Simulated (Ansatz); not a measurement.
The system is KBr.

```
Br K
1.0
     0.00000    3.30000    3.30000
     3.30000    0.00000    3.30000
     3.30000    3.30000    0.00000
Br K
1 1
Direct
  0.50000 0.50000 0.50000
  0.00000 0.00000 0.00000
```

Base run:

* Program: Ansatz 0.2.0
* Functional: HSE06 form with a typed share of exact exchange
* Potentials or basis: Ansatz PAW
* Cutoff: 420 eV (not typed: the program's choice for these potentials)
* k mesh: 4 × 4 × 4
* Occupations: fermi-dirac, width 0.05 eV
* Spin: no spin polarisation

Its results: band gap on the k mesh 5.87 eV, direct; pressure 0.4 GPa.

Task: The run is repeated on the same cell with these changes: share of exact exchange from 0.3 to 0.05. What comes out?

Result: Band gap on the k mesh 4.67 eV, direct; pressure 0.7 GPa.

Caveats: the PAW data sets come from PBE, with cores solved anew for the run's functional, which leaves a small shift of forces and pressure; the thresholds are loose for stress.

